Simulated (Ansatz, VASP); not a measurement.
## One calculation of KI, two programs

File INCAR:

```
SYSTEM = KI
PREC = Accurate
ENCUT = 520
EDIFF = 1E-7
ISMEAR = 0
SIGMA = 0.05
LREAL = .False.
LASPH = .True.
NELM = 80
ALGO = Normal
ISIF = 2
LWAVE = .False.
LCHARG = .False.
GGA = PE
NBANDS = 15
```

File KPOINTS:

```
regular mesh
0
Gamma
  6 6 6
  0 0 0
```

Contents of POSCAR:

```
KI
1.0
    0.0000000000      3.5245500000      3.5245500000
    3.5245500000      0.0000000000      3.5245500000
    3.5245500000      3.5245500000      0.0000000000
K I
1 1
Direct
    0.0300934920     -0.0300934920      0.0000000000
    0.5000000000      0.5000000000      0.5000000000
```

Input for Ansatz:

```yaml
crystal:
  lattice:
    - [0.0, 3.52455, 3.52455]
    - [3.52455, 0.0, 3.52455]
    - [3.52455, 3.52455, 0.0]
  atoms:
    - { symbol: K, position: [0.030093492, -0.030093492, 0.0] }
    - { symbol: I, position: [0.5, 0.5, 0.5] }
basis:
  ecutwfc: 420
kpoints:
  mp_grid: { grid: [6, 6, 6] }
hamiltonian:
  xc: pbe
scf:
  occupations: { method: gaussian, width: 0.05 }
output:
  forces: true
  stress: true
  eigenvalues: true
```

Change from the starting cell: all K atoms moved -0.150 Å, as atom 1 along Cartesian [1 -1 0].

Alike in both runs: task single point; functional PBE; k mesh 6 × 6 × 6; occupations gaussian, width 0.05 eV; no spin polarisation.

```csv
,VASP,Ansatz
version,VASP 6.6.1,Ansatz 0.2.0
potentials or method,"VASP PAW PBE potentials, release 64 (K_sv, I)","scalar-relativistic, plane waves, PAW"
plane-wave cutoff (eV),520,420
valence electrons in the cell,16,26
```

|  | VASP | Ansatz | Ansatz less VASP |
| --- | --- | --- | --- |
| gap on the k mesh at the Fermi level (eV) | 3.98 | 3.99 | +0.004 |
| least direct gap on the mesh (eV) | 3.98 | 3.99 | +0.004 |
| pressure (GPa) | 0.8 | 0.8 | -0.03 |
| largest component of the traceless stress (GPa) | 0.12 | 0.12 | -0.001 |
| rms of the force components (eV/Å) | 0.099 | 0.098 | -0.0010 |

Atom by atom the forces differ by 0.001 eV/Å (rms over components). With one functional, cell and mesh, what is left measures potentials, basis and numerics. The two sets of potentials don't hold the same shells in valence.

Caveats: spin-orbit coupling is left out, which moves the levels of the heavy elements.
